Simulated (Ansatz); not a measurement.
From the elastic tensor of InP at 5 GPa (stress–strain coefficients) to moduli and sound speeds

These are results of DFT PBEsol, scalar-relativistic, plane waves, PAW in Ansatz 0.2.0, not measurements. Settings: 420 eV plane-wave cutoff, Γ-centred 10×10×10 mesh, fixed occupations. No spin polarisation.

Symmetry: F-43m, No. 216, cubic system. The conventional cell has a = 5.754 Å, b = 5.754 Å, c = 5.754 Å, α = 90.00°, β = 90.00°, γ = 90.00°. In (site symmetry -43m) has 4 P at 2.49 Å as nearest neighbours. Around P (site symmetry -43m) lie 4 In at 2.49 Å.

The bands were filled as in an insulator; under compression the gap may have closed between mesh points.

Relaxed-ion constants (GPa, on the Cartesian axes of the calculation):
C11 = 114.9, C12 = 75.9, C13 = 75.9, C22 = 114.9, C23 = 75.9, C33 = 114.9, C44 = 43.4, C55 = 43.4, C66 = 43.4 GPa; the others vanish.

Density 5.084 g/cm³; 2 atoms in 47.62 Å³.

The values that follow are for a polycrystal of randomly turned grains, by Hill's mean where one number stands.

| Item | Value |
| --- | --- |
| Bulk modulus, Voigt / Reuss / Hill | 88.9 / 88.9 / 88.9 GPa |
| Shear modulus, Voigt / Reuss / Hill | 33.8 / 29.1 / 31.5 GPa |
| Young's modulus | 84 GPa |
| Poisson ratio | 0.342 |
| Pugh ratio B/G | 2.83 |
| Universal anisotropy index | 0.81 |
| Longitudinal and transverse sound speeds | 5073 and 2487 m/s |
| Debye temperature from the mean sound speed | 289 K |

Cost: 1 run of about 0.92 core-minutes, on AMD EPYC 9R45 (Zen 5) (shared hosts).

Compressed zinc-blende InP resists a change of volume far more than a change of shape, with a bulk modulus of 88.9 GPa against a shear modulus of 31.5 GPa. The weak point is the tetragonal shear governed by C11 − C12, which is softer than the shear measured by C44. It mainly bends the tetrahedral sp3 bonds, and the partly ionic In–P bond offers only modest resistance to bending. Young's modulus is therefore lowest along the cube axes and highest along the bond directions, so the isotropic averages hide a real directional dependence.

The constants satisfy the cubic conditions for elastic stability at this pressure. That excludes a spontaneous homogeneous distortion, but not a first-order transition to the denser rock-salt phase, which can become favourable while zinc blende is still elastically stable. The Pugh ratio of 2.83 would conventionally suggest ductility, yet InP is brittle under ordinary conditions. Plasticity in such a semiconductor depends on dislocation motion through directional bonds, which elastic moduli don't capture.
